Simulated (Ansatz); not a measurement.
## Al: where the heat goes in a short trajectory

Computed with Ansatz 0.2.0, DFT PBE+D3(BJ), scalar-relativistic, plane waves, PAW. Settings: plane waves to 420 eV, k-mesh 3×3×3 (Γ-centred), Fermi–Dirac smearing 0.05 eV. The mesh is coarse. No spin polarisation.

18 atoms start on the lattice sites below (V = 300.0 Å³, 1.00 times the source cell's; static pressure -2.88 GPa, largest force component 0.01 eV/Å) with velocities drawn for 200 K; Nosé–Hoover thermostat aiming at the same temperature, fixed cell, 59 steps of 1.5 fs.

```xyz
18
Lattice="4.2187 2.4357 -4.8669 0.0000 -4.8713 -4.8669 -4.2187 2.4357 -4.8669" Properties=species:S:1:pos:R:3 pbc="T T T"
Al    0.0000    3.2475  -10.9504
Al    2.8125   -1.6238  -10.9504
Al   -1.4062    0.8119   -6.0836
Al    1.4062    0.8119   -6.0836
Al   -2.8125   -1.6238  -10.9504
Al    1.4062    0.8119  -10.9504
Al    0.0000   -1.6238   -6.0836
Al    0.0000   -1.6238  -10.9504
Al   -1.4062    0.8119  -10.9504
Al   -1.4062   -0.8119   -3.6501
Al   -2.8125    1.6238   -3.6501
Al    1.4062   -0.8119   -3.6501
Al    0.0000    1.6238   -8.5170
Al    0.0000    1.6238   -3.6501
Al    0.0000   -3.2475   -3.6501
Al   -1.4062   -0.8119   -8.5170
Al    2.8125    1.6238   -3.6501
Al    1.4062   -0.8119   -8.5170
```

| t (fs) | T (K) | kinetic energy (meV/atom) | potential energy over the first frame (meV/atom) | P with the kinetic part (GPa) |
| --- | --- | --- | --- | --- |
| 0.0 | 200 | 24.4 | 0.0 | -2.71 |
| 6.0 | 188 | 23.0 | 1.4 | -2.68 |
| 12.0 | 158 | 19.3 | 5.1 | -2.60 |
| 18.0 | 118 | 14.3 | 10.1 | -2.48 |
| 24.0 | 78 | 9.5 | 15.0 | -2.36 |
| 30.0 | 50 | 6.2 | 18.5 | -2.27 |
| 36.0 | 40 | 4.9 | 19.8 | -2.21 |
| 42.0 | 47 | 5.7 | 19.1 | -2.20 |
| 48.0 | 64 | 7.9 | 17.1 | -2.23 |
| 54.0 | 85 | 10.4 | 14.9 | -2.26 |
| 60.0 | 100 | 12.2 | 13.5 | -2.29 |
| 66.0 | 106 | 12.9 | 13.3 | -2.29 |
| 72.0 | 103 | 12.6 | 14.1 | -2.29 |
| 78.0 | 99 | 12.1 | 15.2 | -2.28 |
| 84.0 | 99 | 12.1 | 15.7 | -2.28 |

T counts 3N − 3 degrees of freedom. Means over every step of the second half, not only the rows shown: T = 94 K, kinetic energy 11.4 meV/atom, potential energy 14.9 meV/atom, P = -2.27 GPa.

**Question.** Does the potential energy follow equipartition for harmonic vibrations?

**Answer.** In a harmonic crystal each vibration holds as much potential as kinetic energy on average, here 11.4 meV/atom. The run has 14.9, a ratio of 1.30. All modes start in phase at zero potential energy, and slow ones that pass their first turning point in this window can alone give an excess; anharmonic motion or disorder setting in would add to it. So short a run gives a rough mean. T is still well under the temperature that the thermostat aims for. Electronic entropy is part of the potential energy at this smearing.

**Question.** Split the rise of pressure into the kinetic part and the rest. Can a thermal Grüneisen parameter be estimated?

**Answer.** The program counts the kinetic part as N k_B T/V = 0.08 GPa. The pressure lies 0.61 GPa over the static one in all, so the forces add 0.53 GPa. For a harmonic mode with ω ∝ V^(−γ) and an amplitude that scales with the cell, the forces add (2γ − 2/3)U/V, which needs no equipartition; when U equals the kinetic energy K, this and the kinetic part 2K/(3V) sum to the Mie–Grüneisen γE_th/V. With U = N × 14.9 meV, γ = 1/3 + V ΔP_forces/(2U) = 2.18, for harmonic vibrations a mean over the modes weighted by their potential energy, for uniform scaling of the cell (in a layered or otherwise anisotropic crystal this differs from γ under hydrostatic pressure). Most solids fall between 1 and 3, and tetrahedral, framework and layered ones often lower; anharmonic motion and pressure swings in a cell of 18 atoms make this value uncertain by tenths or more.